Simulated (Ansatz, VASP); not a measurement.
Mg3Te: VASP beside Ansatz

Contents of INCAR:

```
ALGO = Normal
EDIFF = 1E-7
ENCUT = 520
GGA = PE
ISIF = 2
ISMEAR = -1
LASPH = T
LCHARG = F
LREAL = F
LWAVE = F
NBANDS = 14
NELM = 60
PREC = Accurate
SIGMA = 0.05
```

File KPOINTS:

```
k-points
0
Gamma
  9 9 9
```

POSCAR

```
Mg3Te
1.0
   -2.1813188878      2.1813188878      5.3860924991
    2.1813188878     -2.1813188878      5.3860924991
    2.1813188878      2.1813188878     -5.3860924991
Te Mg
1 3
Direct
    0.0000000000      0.0000000000      0.0000000000
    0.2500000000      0.7500000000      0.5000000000
    0.7500000000      0.2500000000      0.5000000000
    0.5000000000      0.5000000000      0.0000000000
```

Contents of input.yaml:

```yaml
crystal:
  lattice:
    - [-2.1813188878, 2.1813188878, 5.3860924991]
    - [2.1813188878, -2.1813188878, 5.3860924991]
    - [2.1813188878, 2.1813188878, -5.3860924991]
  atoms:
    - { symbol: Te, position: [0.0, 0.0, 0.0] }
    - { symbol: Mg, position: [0.25, 0.75, 0.5] }
    - { symbol: Mg, position: [0.75, 0.25, 0.5] }
    - { symbol: Mg, position: [0.5, 0.5, 0.0] }
hamiltonian:
  xc: pbe
  pseudopotentials: { kind: paw }
kpoints:
  mp_grid: { grid: [9, 9, 9] }
scf:
  occupations: { method: fermi_dirac, width: 0.05 }
output:
  forces: true
  stress: true
  eigenvalues: true
```

Change from the starting cell: volume scaled by 1.06.

Alike in both runs: task single point; functional PBE; k mesh 9 × 9 × 9; occupations fermi-dirac, width 0.05 eV; no spin polarisation.

|  | VASP | Ansatz |
| --- | --- | --- |
| version | VASP 6.6.1 | Ansatz 0.2.0 |
| potentials or method | VASP PAW PBE potentials, release 64 (Te, Mg) | Ansatz PAW |
| plane-wave cutoff (eV) | 520 | 420 |
| valence electrons in the cell | 12 | 46 |

Ansatz gave:

* gap on the k mesh at the Fermi level (eV): none
* pressure (GPa): -1.8
* largest component of the traceless stress (GPa): 0.30

Problem. What did VASP give for the same quantities?

Solution. gap on the k mesh at the Fermi level (eV): none; pressure (GPa): -1.9; largest component of the traceless stress (GPa): 0.28.

A gap of «none» marks a metal or a gap that the smearing closes. The two sets of potentials don't hold the same shells in valence.

Spin-orbit coupling is left out, which matters for the levels of Te.
